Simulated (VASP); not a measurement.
Crystal: C.

```xyz
2
Lattice="0.0000 1.7775 1.7775 1.7775 0.0000 1.7775 1.7775 1.7775 0.0000" Properties=species:S:1:pos:R:3 pbc="T T T"
C     0.0000    0.0000    0.0000
C     0.8887    0.8887    0.8887
```

This isn't the form of C at room conditions, which is graphite.

Base run:

- Program: VASP 6.6.1
- Functional: TB-mBJ
- Potentials or basis: VASP PAW PBE potentials, release 64 (C)
- Cutoff: 520 eV
- k mesh: 14 × 14 × 14
- Occupations: gaussian, width 0.03 eV
- Spin: no spin polarisation

Its results: band gap on the k mesh 4.97 eV, indirect (least direct gap 6.65 eV).

Problem. The run is repeated on the same cell with these changes: functional from TB-mBJ to PBE. What comes out?

Solution. Band gap on the k mesh 4.15 eV, indirect (least direct gap 5.62 eV).
